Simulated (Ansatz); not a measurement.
# SnS2: from a migration barrier to a jump rate

These are results of DFT PBEsol, scalar-relativistic, plane waves, PAW in Ansatz 0.2.0, not measurements. Cutoff 420 eV, Γ-centred 4×4×4 k-points, Gaussian smearing of 0.05 eV. No spin polarisation.

In a supercell of 24 sites an atom of Sn jumps into a neighbouring Sn vacancy, a = 3.65 Å from site to site in the perfect crystal, with a cell charge of -4 (uniform background, no finite-size correction). The half-way point, relaxed in its symmetry, lies 1.506 eV above the relaxed vacancy. Take it as the barrier; the order of the saddle wasn't checked, and the cell is small.

**Question.** With an assumed attempt frequency of 10¹³ s⁻¹, how often does the jump happen, and how fast does the vacancy diffuse?

**Answer.** Transition-state theory gives Γ = ν exp(−E/k_BT), and one such jump direction contributes Γa²/6 to the vacancy's diffusion coefficient averaged over directions:

```
T (K) E/k_BT       Γ (1/s)  Γa²/6 (cm²/s)
  300    58.2  5.1 × 10^-13   1.1 × 10^-28
  600    29.1    2.3 × 10^0   5.0 × 10^-16
 1000    17.5    2.6 × 10^5   5.7 × 10^-11
 1500    11.6    8.7 × 10^7    1.9 × 10^-8
```

The rate reaches one jump a second at T = E/(k_B ln 10¹³) = 584 K. The number of equivalent jumps multiplies D if they link up through the crystal; a hop between two sites alone gives no long-range diffusion, which then waits on a higher barrier. In either case the atoms' own diffusion carries the vacancy concentration and a correlation factor besides. Rows above the melting point are formal, and so are rows where E/k_BT falls under about 3, since the theory needs rare jumps.

**Question.** How much does an error of 0.1 eV in the barrier matter?

**Answer.** It multiplies the rate by exp(0.1 eV/k_BT): 48 at 300 K and 3.2 at 1000 K, more than the usual doubt about ν at low temperature.

Cost: 2 runs of about 44 core-minutes in all, on AMD EPYC 7R13 Processor (Zen 3) (shared hosts).